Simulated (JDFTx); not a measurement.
Crystal: FeO (Wuestite).

```
CELL_PARAMETERS angstrom
1.51882 0.87689 2.51958
-1.51882 0.87689 2.51958
0.00000 -1.75378 2.51958
ATOMIC_POSITIONS crystal
Fe 0.00000 0.00000 0.00000
O 0.50000 0.50000 0.50000
```

```yaml
Program: JDFTx 1.7.0 (patched build)
Task: relaxation of cell and atoms
Functional: PBE
Potentials_or_basis: PseudoDojo-SR-PBE-0.5-standard with smoothed tails
Cutoff: 1225 eV
Density_cutoff: 9796 eV
k_mesh: 6 × 6 × 6
Occupations: fermi-dirac, width 0.05 eV
Spin: no spin polarisation
```

At the start: pressure -26.0 GPa; volume 10.07 Å³/atom.

Q: How do energy, volume and symmetry change on relaxing?

A: Over 14 steps the energy falls by 214.9 meV/atom and the volume is 8.30 Å³/atom (-17.5 %); space group R-3m (No. 166, to 0.05 Å).

Step by step:
```tsv
step	energy change (eV)	largest force (eV/Å)	pressure (GPa)	volume (Å³)
1	0.0000	0.0000	-26.01	20.13
2	-0.1200	0.0000	-21.26	19.32
3	-0.2748	0.0000	6.41	16.68
4	-0.2841	0.0000	-0.40	17.15
5	-0.3675	0.0000	12.70	16.08
6	-0.3675	0.0000	12.70	16.08
7	-0.3757	0.0000	11.04	16.16
8	-0.4092	0.0000	0.25	16.77
9	-0.4164	0.0000	-0.44	16.78
10	-0.4285	0.0000	0.08	16.65
11	-0.4295	0.0000	-0.77	16.64
12	-0.4297	0.0000	0.12	16.59
13	-0.4297	0.0000	0.04	16.60
14	-0.4297	0.0000	-0.01	16.61
```

Final structure:
```
CELL_PARAMETERS angstrom
1.31493 0.75917 2.77234
-1.31493 0.75917 2.77234
0.00000 -1.51835 2.77234
ATOMIC_POSITIONS crystal
Fe 0.00000 0.00000 0.00000
O 0.50000 0.50000 0.50000
```

Caveat: the k mesh is coarse (spacing up to 0.42 Å⁻¹), so the values aren't converged; the volume moved by over 15 % at a fixed basis, so the end points are rough; the plane waves are those of the starting cell, so after so large a change of volume the result is rough; the run has no spin polarisation, though such a crystal can be magnetic.
